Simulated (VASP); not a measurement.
Write the native input for VASP 6.6.1 that does the following.

```yaml
Task: band structure
Functional: PW91
Potentials_or_basis: VASP PAW PBE potentials, release 64 (I, Na_pv)
Cutoff: 520 eV
k_mesh: 7 × 7 × 7
Occupations: fermi-dirac, width 0.05 eV
Spin: no spin polarisation
Further_INCAR_settings: ALGO = Normal; EDIFF = 1e-06
```

The structure of NaI lies in POSCAR:

```
NaI
1.0
    0.0000000000      3.2364000000      3.2364000000
    3.2364000000      0.0000000000      3.2364000000
    3.2364000000      3.2364000000      0.0000000000
I Na
1 1
Direct
    0.5000000000      0.5000000000      0.5000000000
    0.0000000000      0.0000000000      0.0000000000
```

These files were run (other wordings do the same):

INCAR

```
SYSTEM = NaI
PREC = Accurate
ENCUT = 520
EDIFF = 1E-6
ISMEAR = -1
SIGMA = 0.05
LREAL = .False.
LASPH = .True.
NELM = 80
ALGO = Normal
ISIF = 2
LWAVE = .False.
LCHARG = .False.
GGA = 91
```

KPOINTS

```
Automatic mesh
0
Gamma
  7 7 7
  0 0 0
```

KPOINTS_OPT

```
path GXWKGLUWLK,UX
20
line-mode
reciprocal
 0.0000000000  0.0000000000  0.0000000000  G
 0.5000000000  0.0000000000  0.5000000000  X

 0.5000000000  0.0000000000  0.5000000000  X
 0.5000000000  0.2500000000  0.7500000000  W

 0.5000000000  0.2500000000  0.7500000000  W
 0.3750000000  0.3750000000  0.7500000000  K

 0.3750000000  0.3750000000  0.7500000000  K
 0.0000000000  0.0000000000  0.0000000000  G

 0.0000000000  0.0000000000  0.0000000000  G
 0.5000000000  0.5000000000  0.5000000000  L

 0.5000000000  0.5000000000  0.5000000000  L
 0.6250000000  0.2500000000  0.6250000000  U

 0.6250000000  0.2500000000  0.6250000000  U
 0.5000000000  0.2500000000  0.7500000000  W

 0.5000000000  0.2500000000  0.7500000000  W
 0.5000000000  0.5000000000  0.5000000000  L

 0.5000000000  0.5000000000  0.5000000000  L
 0.3750000000  0.3750000000  0.7500000000  K

 0.6250000000  0.2500000000  0.6250000000  U
 0.5000000000  0.0000000000  0.5000000000  X
```

Potentials or basis: VASP PAW PBE potentials, release 64 (I, Na_pv).

Launch:

```sh
$ cat potpaw_PBE.64/I/POTCAR potpaw_PBE.64/Na_pv/POTCAR > POTCAR
$ mpirun -np 1 vasp_std > vasp.out
```

It gave:

| Item | Value |
| --- | --- |
| Pressure | 0.4 GPa |
| Band gap on the k mesh | 3.66 eV, direct |
| Band gap along the path | 3.66 eV, direct |

Caveat: the PAW data sets were made with another functional, which shifts forces and pressure a little; spin-orbit coupling is left out, which moves the levels of the heavy elements.

It took 57 s on 1 thread of AMD EPYC 9R45 96-Core Processor (Zen 5), on a shared host, peak memory 0.18 GiB.
